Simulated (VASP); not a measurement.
**BP (rocksalt): one PBE single-point calculation in two programs**

```yaml
crystal:
  lattice:
    - [0.00000, 2.15542, 2.15542]
    - [2.15542, 0.00000, 2.15542]
    - [2.15542, 2.15542, 0.00000]
  atoms:
    - { symbol: B, position: [0.00000, 0.00000, 0.00000] }
    - { symbol: P, position: [0.50000, 0.50000, 0.50000] }
```

The two codes use different PAW datasets and cutoffs. VASP's cell holds 8 valence electrons and Ansatz's 8. Ansatz's stress includes a Pulay correction; VASP's doesn't. Ansatz solved a whole band path, VASP its corner points and band edges.

Cutoffs: 520 eV in VASP, 420 eV in Ansatz. k meshes: 10×10×10 and 10×10×10.

|  | VASP | Ansatz |
| --- | --- | --- |
| gap between bands v and c | -4.10 eV (bands overlap: a metal) | -4.09 eV (bands overlap: a metal) |
| least direct gap | 0.52 eV | 0.54 eV |
| pressure | -0.1 GPa | 0.2 GPa |

Band v is the last that the valence electrons fill when counted band by band, and c is the next. Levels in eV from the top of v, Ansatz:

```csv
point,v−1,v,c,c+1
Γ,-1.29,-1.29,5.31,6.56
X,-5.57,-5.57,-4.09,1.28
W,-8.67,-8.67,2.29,3.38
K,-9.50,-4.66,-1.66,5.67
L,-0.66,-0.66,-0.12,-0.12
```

VASP:

| point | v−1 | v | c | c+1 |
| --- | --- | --- | --- | --- |
| Γ | -1.29 | -1.29 | 5.32 | 6.62 |
| X | -5.57 | -5.57 | -4.10 | 1.29 |
| W | -8.68 | -8.68 | 2.29 | 3.38 |
| K | -9.50 | -4.66 | -1.66 | 5.70 |
| L | -0.66 | -0.66 | -0.13 | -0.13 |
